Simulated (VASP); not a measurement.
Mg, 2 atoms in the cell. Symmetry: P6_3/mmc, No. 194, hexagonal system. Conventional cell: a = 3.209 Å, b = 3.209 Å, c = 5.210 Å, α = 90.00°, β = 90.00°, γ = 120.00°. Around Mg (site symmetry -6m2) lie 12 Mg at 3.20 to 3.21 Å. 

- Program: VASP 6.6.1
- Task: relaxation of cell and atoms
- Functional: PBE
- Potentials or basis: VASP PAW PBE potentials, release 64 (Mg)
- Cutoff: 600 eV
- k mesh: 15 × 15 × 7
- Occupations: methfessel-paxton, width 0.1 eV
- Spin: no spin polarisation
- Further INCAR settings: ALGO = Normal; EDIFF = 1e-06; IBRION = 2; EDIFFG = -0.01; NSW = 90; ISIF = 3

Potentials or basis: VASP PAW PBE potentials, release 64 (Mg).

Command:

```sh
$ cat potpaw_PBE.64/Mg/POTCAR > POTCAR
$ mpirun -np 2 vasp_std > vasp.out
```

Hardware: 2 MPI ranks on Intel(R) Xeon(R) Platinum 8488C (Sapphire Rapids), on a shared host.

Question: How long does it take, and how much memory?

Answer: It took 48 s on 2 MPI ranks on Intel(R) Xeon(R) Platinum 8488C (Sapphire Rapids), with other jobs on the host, peak memory 0.2 GiB a rank. Counts: scf iterations 32, k points 108, ion steps 8.
